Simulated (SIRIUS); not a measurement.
The system is KCl.

```xyz
2
Lattice="3.8392 0.0000 0.0000 0.0000 3.8392 0.0000 0.0000 0.0000 3.8392" Properties=species:S:1:pos:R:3 pbc="T T T"
K     0.0000    0.0000    0.0000
Cl    1.9196    1.9196    1.9196
```

Measurements of this composition are mostly on another form, of space group No. 225.

```yaml
Program: SIRIUS 7.10.0
Task: single point
Functional: PBE
Potentials_or_basis: PseudoDojo 0.4.1 PBE standard (scalar relativistic)
Cutoff: 1030 eV
Density_cutoff: 4119 eV
k_mesh: 7 × 7 × 7
Occupations: fermi-dirac, width 0.05 eV
Spin: no spin polarisation
```

On this cell: pressure -0.1 GPa; largest force zero by symmetry; band gap on the k mesh 4.82 eV.

The same run follows on a disturbed copy (atoms moved at random, drawn with an rms of 0.05 Å):

```
CELL_PARAMETERS angstrom
3.83920 0.00000 0.00000
0.00000 3.83920 0.00000
0.00000 0.00000 3.83920
ATOMIC_POSITIONS crystal
K 0.98999 0.00563 0.00820
Cl 0.49173 0.49777 0.50063
```

What does the disturbed cell give?

The energy moves by +0.3 meV/atom; pressure -0.1 GPa; largest force 0.027 eV/Å; band gap on the k mesh 4.82 eV.

Forces on the atoms (eV/Å):
```
K    0.004 -0.019 -0.018
Cl  -0.004  0.019  0.018
```

Caveats: an odd mesh through Γ misses points on the zone boundary, where band edges often lie.
